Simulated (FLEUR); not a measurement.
## Sn in FLEUR: convergence with Kmax

Input of the first run (Kmax 2.6); the others differ in this setting and in those tied to it:

Contents of inp.xml:

```xml
<?xml version="1.0" encoding="UTF-8" standalone="no"?>
<fleurInput fleurInputVersion="0.39">
   <comment>
      Sn                                                                                                  
   </comment>
   <calculationSetup>
      <cutoffs Kmax="2.6" Gmax="16.5" GmaxXC="16.5" numbands="0"/>
      <scfLoop itmax="60" minDistance="0.00001" maxIterBroyd="15" imix="Anderson" alpha="0.05" precondParam="0.0" spinf="2.0" sdNocoIR="T"/>
      <coreElectrons ctail="T" frcor="F" kcrel="0" coretail_lmax="0"/>
      <xcFunctional name="pbe" relativisticCorrections="F"/>
      <magnetism jspins="1"/>
      <soc l_soc="F" theta="0.0" phi="0.0" spav="F"/>
      <expertModes spex="0" secvar="F"/>
      <geometryOptimization l_f="T" forcealpha="1.0" forcemix="BFGS" epsdisp="0.0005" epsforce="0.0002"/>
      <ldaU l_linMix="F" mixParam="0.05" spinf="1.0"/>
   </calculationSetup>
   <cell>
      <bzIntegration valenceElectrons="22.0" mode="hist" fermiSmearingEnergy="0.00183747">
         <kPointListSelection listName="default-1"/>
         <!-- k-points included here -->
         <xi:include xmlns:xi="http://www.w3.org/2001/XInclude" href="kpts.xml"> </xi:include>
      </bzIntegration>
      <!-- symmetry operations included here -->
      <xi:include xmlns:xi="http://www.w3.org/2001/XInclude" href="sym.xml"> </xi:include>
      <bulkLattice scale="1.0">
         <bravaisMatrix>
            <row-1>   -3.8346122417283861     3.8346122417283861     3.1383815390375442</row-1>
            <row-2>    3.8346122417283861    -3.8346122417283861     3.1383815390375442</row-2>
            <row-3>    3.8346122417283861     3.8346122417283861    -3.1383815390375442</row-3>
         </bravaisMatrix>
      </bulkLattice>
   </cell>
   <atomSpecies>
      <species name="Tin (Sn)" element="Sn" atomicNumber="50">
         <mtSphere radius="2.66" gridPoints="879" logIncrement="0.015"/>
         <atomicCutoffs lmax="10" lnonsphr="10"/>
         <electronConfig flipSpins="F">
            <coreConfig>(1s1/2) (2s1/2) (2p1/2) (2p3/2) (3s1/2) (3p1/2) (3p3/2) (3d3/2) (3d5/2)</coreConfig>
            <valenceConfig>(4s1/2) (4p1/2) (4p3/2) (5s1/2) (4d3/2) (4d5/2) (5p1/2) (5p3/2)</valenceConfig>
            <stateOccupation state="(5p1/2)" spinUp="0.333333" spinDown="0.333333"/>
            <stateOccupation state="(5p3/2)" spinUp="0.666667" spinDown="0.666667"/>
         </electronConfig>
         <energyParameters s="5" p="5" d="4" f="4"/>
         <lo type="SCLO" l="0" n="4" eDeriv="0"/>
         <lo type="SCLO" l="1" n="4" eDeriv="0"/>
         <lo type="SCLO" l="1" n="4" eDeriv="1"/>
         <lo type="SCLO" l="2" n="4" eDeriv="2"/>
         <lo type="SCLO" l="3" n="4" eDeriv="2"/>
      </species>
   </atomSpecies>
   <atomGroups>
      <atomGroup species="Tin (Sn)">
         <relPos label="                   1">.0000000000 .0000000000 .0000000000</relPos>
         <force calculate="T" relaxXYZ="TTT"/>
      </atomGroup>
   </atomGroups>
   <output dos="F" band="F" slice="F">
      <checks vchk="F" cdinf="F"/>
      <bandDOS minEnergy="-.5*Htr" maxEnergy="0.5*Htr" sigma="0.015" storeEVData="T"/>
      <vacuumDOS vacdos="F" integ="F" star="F" nstars="0" locx1="0.0" locy1="0.0" locx2="0.0" locy2="0.0" nstm="0" tworkf="0.0"/>
      <unfoldingBand unfoldBand="F" supercellX="1" supercellY="1" supercellZ="1"/>
      <plotting iplot="0" polar="F">
         <plot TwoD="T" vec1="  1.0  0.0  0.0" vec2="  0.0  1.0  0.0" vec3="  0.0  0.0  1.0" zero="  0.0  0.0  0.0" file="plot"/>
      </plotting>
      <chargeDensitySlicing numkpt="0" minEigenval="0.0" maxEigenval="0.0" nnne="0" pallst="F"/>
      <specialOutput eonly="F"/>
      <moessbauerParams electricFieldGradient="T" isomerShift="T" coreHyperfine="T" valenceHyperfine="T"/>
      <magneticCircularDichroism mcd="F" energyLo="-10.0" energyUp="0.0"/>
   </output>
  <!-- We include the file relax.xml here to enable relaxations (see documentation) -->
  <xi:include xmlns:xi="http://www.w3.org/2001/XInclude" href="relax.xml"> <xi:fallback/> </xi:include>
</fleurInput>
```

Contents of crystal.txt:

```
Sn
&input cartesian=F /
-2.0291894110  2.0291894110  1.6607599896
2.0291894110  -2.0291894110  1.6607599896
2.0291894110  2.0291894110  -1.6607599896
1.8897261246
1.0 1.0 1.0

1
50 0.0000000000  0.0000000000  0.0000000000

&kpt div1=8 div2=8 div3=8 gamma=T /
```

Potentials or basis: all-electron, FLAPW.

Launch:

```bash
$ inpgen -f crystal.txt -profile fastHighL
$ # inp.xml edited to the form shown
$ fleur_MPI
```

This isn't the form of Sn at room conditions, which is tetragonal (white tin).

Hardware: 1 thread of Arm Neoverse V2 (shared host).

```tsv
Kmax	energy less the tightest run, at zero smearing (meV/atom)	SCF cycles	CPU time (s)	peak memory (GiB)
2.6	503.08	12	17	0.07
3	117.73	13	20	0.07
3.4	25.19	13	25	0.07
3.8	4.94	13	29	0.07
4.2	0.99	13	35	0.07
4.6	0.23	13	46	0.07
5	0.07	13	60	0.07
5.5	0.00	13	87	0.07
```

Against the tightest run, the energy stays within 1 meV/atom from 4.2 on. The tightest run that finished is the yardstick and may itself not be fully converged.

Caveat, for the tightest run too: the cutoff is high for the widest sphere, where the basis turns nearly dependent and energies can drift low.
